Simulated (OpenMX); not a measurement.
## ZrO2 in OpenMX: the effect of dispersion

ZrO2:

```xyz
6
Lattice="3.5961 0.0000 0.0000 0.0000 3.5961 0.0000 0.0000 0.0000 5.1770" Properties=species:S:1:pos:R:3 pbc="T T T"
Zr    1.7980    1.7980    2.5885
Zr    0.0000    0.0000    0.0000
O     1.7980    0.0000    4.1261
O     1.7980    0.0000    1.5376
O     0.0000    1.7980    3.6394
O     0.0000    1.7980    1.0509
```

Alike in all runs:

| Quantity | Value |
| --- | --- |
| Program | OpenMX 3.8.5 |
| Task | single point |
| Functional | PBE |
| Potentials or basis | OpenMX 2013 PBE set, Zr7.0-s3p2d2, O6.0-s2p2d1, grid cutoff 400 Ry |
| k mesh | 5 × 5 × 5 |
| Occupations | fermi-dirac, width 0.05 eV |
| Spin | no spin polarisation |

```tsv
dispersion	pressure (GPa)
none	?
D3	7.1
D3(BJ)	6.2
D4	6.4
```

Task: What does the run with dispersion none give?

Result: Pressure 10.1 GPa.

Caveats: the basis of atomic orbitals isn't converged, which shifts pressures, moduli and gaps.
